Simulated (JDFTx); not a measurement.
Input of a JDFTx 1.7.0 (patched build) run:

The input PbO.in:

```
lattice \
    7.5400072373     0.0000000000     0.0000000000 \
    0.0000000000     7.5400072373     0.0000000000 \
    0.0000000000     0.0000000000     9.4675278844
coords-type Lattice
ion Pb     0.5000000000     0.0000000000     0.7600000000 1
ion Pb     0.0000000000     0.5000000000     0.2400000000 1
ion O      0.5000000000     0.5000000000     0.0000000000 1
ion O      0.0000000000     0.0000000000     0.0000000000 1

ion-species pseudo/Pb.upf
ion-species pseudo/O.upf
elec-cutoff 42 336
elec-ex-corr gga-PBEsol
kpoint-folding 7 7 6
elec-smearing Fermi 0.0018374661
elec-n-bands 27
electronic-SCF nIterations 100 energyDiffThreshold 1e-09
electronic-minimize nIterations 30 energyDiffThreshold 1e-7
converge-empty-states yes
forces-output-coords Cartesian

dump-name run.$VAR
dump End Ecomponents EigStats BandEigs Kpoints Forces Stress
```

Potentials or basis: PseudoDojo-SR-PBEsol-0.4.1-standard with smoothed tails.

Launch:

```sh
$ jdftx -c 1 -i PbO.in -o PbO.out
```

Task: Estimate the Loewdin charges.

Result: Pb +0.76; O -0.70 e.

Task: Estimate the largest force.

Result: 0.244 eV/Å.

Stress tensor (GPa, compression positive):
```
-0.12  0.00  0.00
 0.00 -0.12  0.00
 0.00  0.00 -0.80
```
